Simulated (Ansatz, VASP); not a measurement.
This is a calculation of MoS2 for VASP 6.6.1.

INCAR

```
SYSTEM = MoS2
PREC     = Accurate       ! precision mode
ENCUT    = 520            ! plane-wave cutoff, eV
EDIFF    = 1E-6           ! SCF threshold, eV
ISMEAR   = -1             ! smearing method
SIGMA    = 0.05           ! smearing width, eV
LREAL    = .False.        ! projectors in reciprocal space
LASPH    = .True.         ! aspherical terms in the spheres
NELM     = 80             ! most SCF steps
ALGO     = Normal         ! electronic algorithm
ISIF     = 2              ! what is computed and relaxed
LWAVE    = .False.        ! write WAVECAR
LCHARG   = .True.         ! write CHGCAR
GGA      = PS             ! functional
LELF     = .True.         ! ELF
LVHAR    = .True.       
NBANDS   = 20             ! bands
```

The input KPOINTS:

```
regular mesh
0
Gamma
  10 10 2
  0 0 0
```

File POSCAR:

```
MoS2
1.0
    3.1841260822      0.0000000000      0.0000000000
   -1.5920630411      2.7575340760      0.0000000000
    0.0000000000      0.0000000000     17.3345999500
Mo S
1 2
Direct
    0.0000000000      0.0000000000      0.0000000000
    0.3333333333      0.6666666667      0.9105070200
    0.3333333333      0.6666666667      0.0894929800
```

Potentials or basis: VASP PAW PBE potentials, release 64 (Mo_sv, S).

Command:

```bash
$ cat potpaw_PBE.64/Mo_sv/POTCAR potpaw_PBE.64/S/POTCAR > POTCAR
$ mpirun -np 1 vasp_std > vasp.out
```

**Question.** Translate it to Ansatz 0.2.0. Potentials there: Ansatz PAW.

**Answer.** As run (the cutoff follows the program's own potentials):

Contents of input.yaml:

```yaml
crystal:
  lattice:
    - [3.1841260822, 0.0, 0.0]
    - [-1.5920630411, 2.757534076, 0.0]
    - [0.0, 0.0, 17.33459995]
  atoms:
    - { symbol: Mo, position: [0.0, 0.0, 0.0] }
    - { symbol: S, position: [0.3333333333, 0.6666666667, 0.91050702] }
    - { symbol: S, position: [0.3333333333, 0.6666666667, 0.08949298] }
hamiltonian:
  xc: pbesol
  pseudopotentials: { kind: paw }
kpoints:
  mp_grid: { grid: [10, 10, 2] }
scf:
  occupations: { method: fermi_dirac, width: 0.05 }
output:
  forces: true
  stress: true
  eigenvalues: true
```

Potentials or basis: Ansatz PAW.

The run is started by

```console
$ ansatz run input.yaml --threads 1 --pin off --max-ram 3584MiB --backend cpu --events-out ev --progress --plain --runs-dir out
```

Both were run:

|  | VASP | Ansatz | Ansatz less VASP |
| --- | --- | --- | --- |
| gap on the k mesh at the Fermi level (eV) | 1.74 | 1.73 | -0.012 |
| least direct gap on the mesh (eV) | 1.93 | 1.93 | -0.004 |
| rms of the force components (eV/Å) | 0.069 | 0.070 | +0.0012 |

Atom by atom the forces differ by 0.001 eV/Å (rms over components). The functional is the same, so the differences come from potentials, cutoffs and numerics.

Caveats: the PAW data sets were made with another functional, which shifts forces and pressure a little (VASP); the PAW data sets come from PBE, with cores solved anew for the run's functional, which leaves a small shift of forces and pressure (Ansatz). Expect the measured gap to be larger: semilocal functionals such as PBEsol lack the derivative discontinuity.
